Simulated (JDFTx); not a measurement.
**InP under changes of volume**

One of the cells (25.167 Å³/atom); the others are scaled copies at fixed shape and fractional positions:

```
In P
1.0
     0.00000    2.93050    2.93050
     2.93050    0.00000    2.93050
     2.93050    2.93050    0.00000
In P
1 1
Direct
  0.00000 0.00000 0.00000
  0.75000 0.75000 0.75000
```

```yaml
Program: JDFTx 1.7.0 (patched build)
Functional: PBE
Potentials_or_basis: PseudoDojo-SR-PBE-0.5-standard
Cutoff: 952 eV
Density_cutoff: 3810 eV
k_mesh: 8 × 8 × 8
Occupations: fermi-dirac, width 0.05 eV
Spin: no spin polarisation
```

```csv
volume (Å³/atom),energy over the lowest point (meV/atom),pressure (GPa),gap on the mesh (eV)
23.657,?,?,?
24.160,44.60,6.7,0.93
24.663,26.19,5.0,0.82
25.167,13.04,3.4,0.71
25.670,4.60,2.0,0.60
26.173,0.40,0.7,0.50
26.677,0.00,-0.4,0.39
```

Question: What does the run at 23.657 Å³/atom give?

Answer: Energy over the lowest point 68.85 meV/atom; pressure 8.7 GPa; gap on the mesh 1.05 eV.

Worked out: A Birch-Murnaghan fit of order 3 (a polynomial in V^(-2/3)) to the other rows has its minimum at 26.48 Å³/atom with B0 = V·E''(V) = 60 GPa and B' = 4.7. It gives 68.86 meV/atom at 23.657 Å³/atom, against the run's 68.85, and -dE/dV = 8.7 GPa, against 8.7. A straight line through the other rows of the gap, of slope -5.44 eV per unit of ln V (its deformation potential), extrapolates to 1.05 eV, against the run's 1.05.

Energies are extrapolated to zero smearing.

Caveats: the empty levels aren't tightly converged; spin-orbit coupling is left out, which moves the levels of the heavy elements.
